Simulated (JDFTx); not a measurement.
**ZrB2 under changes of volume**

One of the cells (10.249 Å³/atom); the others are scaled copies at fixed shape and fractional positions:

```
CELL_PARAMETERS angstrom
3.17000 0.00000 0.00000
-1.58500 2.74530 0.00000
0.00000 0.00000 3.53300
ATOMIC_POSITIONS crystal
Zr 0.00000 0.00000 0.00000
B 0.66667 0.33333 0.50000
B 0.33333 0.66667 0.50000
```

- Program: JDFTx 1.7.0 (patched build)
- Functional: PBE
- Potentials or basis: PseudoDojo-SR-PBE-0.5-standard
- Cutoff: 1034 eV
- Density cutoff: 4136 eV
- k mesh: 10 × 10 × 8
- Occupations: fermi-dirac, width 0.05 eV
- Spin: no spin polarisation

```tsv
volume (Å³/atom)	energy over the lowest point (meV/atom)	pressure (GPa)
9.634	33.96	17.7
9.839	15.34	11.5
10.044	?	?
10.249	0.00	0.8
10.454	1.94	-3.8
10.659	9.51	-8.0
10.864	22.16	-11.8
```

Q: What does the run at 10.044 Å³/atom give?

A: Energy over the lowest point 4.25 meV/atom; pressure 5.9 GPa.

Worked out: A Birch-Murnaghan fit of order 3 (a polynomial in V^(-2/3)) to the other rows has its minimum at 10.28 Å³/atom with B0 = V·E''(V) = 239 GPa and B' = 3.9 at fixed shape and positions, which overstates the stiffness. It gives 4.25 meV/atom at 10.044 Å³/atom, against the run's 4.25, and -dE/dV = 5.9 GPa, against 5.9.

Energies are extrapolated to zero smearing.
